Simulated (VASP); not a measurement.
The system is GaN.

```
CELL_PARAMETERS angstrom
3.18893 0.00000 0.00000
-1.59447 2.76169 0.00000
0.00000 0.00000 5.19236
ATOMIC_POSITIONS crystal
Ga 0.66667 0.33333 0.49908
Ga 0.33333 0.66667 0.99908
N 0.66667 0.33333 0.87592
N 0.33333 0.66667 0.37592
```

The cell is a database's computed one.

- Program: VASP 6.6.1
- Task: relaxation of cell and atoms
- Functional: RPBE
- Potentials or basis: VASP PAW PBE potentials, release 64 (Ga_d, N)
- Cutoff: 600 eV
- k mesh: 12 × 12 × 6
- Occupations: gaussian, width 0.02 eV
- Spin: no spin polarisation

At the start: pressure 9.0 GPa; volume 11.43 Å³/atom.

**Question.** Where does the relaxation end?

**Answer.** Over 8 steps the energy falls by 15.9 meV/atom and the volume is 12.03 Å³/atom (+5.2 %); space group P6_3mc (No. 186, to 0.05 Å).

Step by step:
```tsv
step	energy change (eV)	largest force (eV/Å)	pressure (GPa)	volume (Å³)
1	0.0000	0.0031	8.96	45.73
2	-0.0259	0.0111	-5.85	50.09
3	-0.0636	0.0054	-0.04	48.12
4	-0.0636	0.0052	0.13	48.07
5	-0.0636	0.0021	0.12	48.07
6	-0.0636	0.0000	0.13	48.07
7	-0.0636	0.0000	0.08	48.08
8	-0.0637	0.0002	0.00	48.10
```

Final structure:
```yaml
crystal:
  lattice:
    - [3.24287, 0.00000, 0.00000]
    - [-1.62144, 2.80841, 0.00000]
    - [0.00000, 0.00000, 5.28201]
  atoms:
    - { symbol: Ga, position: [0.66667, 0.33333, 0.49907] }
    - { symbol: Ga, position: [0.33333, 0.66667, 0.99907] }
    - { symbol: N, position: [0.66667, 0.33333, 0.87593] }
    - { symbol: N, position: [0.33333, 0.66667, 0.37593] }
```

Caveat: the PAW data sets were made with another functional, which shifts forces and pressure a little.
